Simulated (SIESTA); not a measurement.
The system is In.

```
CELL_PARAMETERS angstrom
3.33548 0.00000 0.00000
-1.66774 2.88861 0.00000
0.00000 0.00000 5.50914
ATOMIC_POSITIONS crystal
In 0.66667 0.33333 0.75000
In 0.33333 0.66667 0.25000
```

This isn't the form of In at room conditions, which is tetragonal.

```yaml
Program: SIESTA 5.4.2
Task: relaxation of cell and atoms
Functional: PBE
Potentials_or_basis: PseudoDojo 0.4 stringent (PBE files)
Basis: DZP (energy shift 0.003 Ry; two zetas on semicore shells)
Grid_cutoff: 500 Ry
Energy_shift: 0.003 Ry
k_mesh: 9 × 9 × 5
Occupations: fermi-dirac, width 0.05 eV
Spin: no spin polarisation
```

At the start: pressure -4.1 GPa; volume 26.54 Å³/atom.

Problem. How do energy, volume and symmetry change on relaxing?

Solution. Over 8 steps the energy falls by 27.2 meV/atom and the volume is 24.99 Å³/atom (-5.9 %); space group P6_3/mmc (No. 194, to 0.05 Å).

The path:
```csv
step,energy change (eV),largest force (eV/Å),pressure (GPa),volume (Å³)
1,0.0000,0.0000,-4.07,53.08
2,-0.0190,0.0000,-3.21,52.32
3,-0.0505,0.0000,0.64,49.56
4,-0.0515,0.0000,0.21,49.86
5,-0.0528,0.0000,-0.09,50.06
6,-0.0540,0.0001,-0.19,50.12
7,-0.0544,0.0000,-0.08,50.03
8,-0.0545,0.0001,0.00,49.97
```

Final structure:
```cif
data_structure
_symmetry_space_group_name_H-M 'P 1'
_symmetry_Int_Tables_number 1
_cell_length_a 3.2950
_cell_length_b 3.2950
_cell_length_c 5.3153
_cell_angle_alpha 90.000
_cell_angle_beta 90.000
_cell_angle_gamma 120.007
_cell_volume 49.97
loop_
_atom_site_label
_atom_site_type_symbol
_atom_site_fract_x
_atom_site_fract_y
_atom_site_fract_z
_atom_site_occupancy
In1 In 0.66667 0.33333 0.75000 1
In2 In 0.33333 0.66667 0.25000 1
```

Caveat: short orbitals over semicore shells can move pressures by several GPa; the basis of atomic orbitals isn't converged, which shifts pressures, moduli and gaps.
